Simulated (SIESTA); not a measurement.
The system is La2O3.

```
La O
1.0
     6.26678    0.00000    0.00000
    -3.13339    5.42719    0.00000
     0.00000    0.00000    3.29977
La O
2 3
Direct
  0.66667 0.33333 0.50000
  0.33333 0.66667 0.50000
  0.50801 0.00000 0.00000
  0.00000 0.50801 0.00000
  0.49199 0.49199 0.00000
```

The cell comes from a database or a generator and needn't be the stable form of this composition.

Base run:

```yaml
Program: SIESTA 5.4.2
Functional: PBEsol
Potentials_or_basis: PseudoDojo 0.4 standard (PBEsol files)
Basis: DZP (energy shift 0.003 Ry; two zetas on semicore shells)
Grid_cutoff: 800 Ry
Energy_shift: 0.003 Ry
k_mesh: 5 × 5 × 8
Occupations: fermi-dirac, width 0.05 eV
Spin: no spin polarisation
```

Its results: band gap on the k mesh 1.23 eV, indirect (least direct gap 1.54 eV); pressure 4.4 GPa; largest force 0.034 eV/Å.

Task: The run is repeated on the same cell with these changes: functional from PBEsol to LDA; potentials or basis from PseudoDojo 0.4 standard (PBEsol files) to PseudoDojo 0.4 standard (PBE and LDA files). What comes out?

Result: Band gap on the k mesh 1.10 eV, indirect (least direct gap 1.45 eV); pressure 2.5 GPa; largest force 0.044 eV/Å.

Caveats: spin-orbit coupling is left out, which moves the levels of the heavy elements; the basis of atomic orbitals isn't converged, which shifts pressures, moduli and gaps; the potentials were made for another functional, which shifts forces and pressure (some runs).
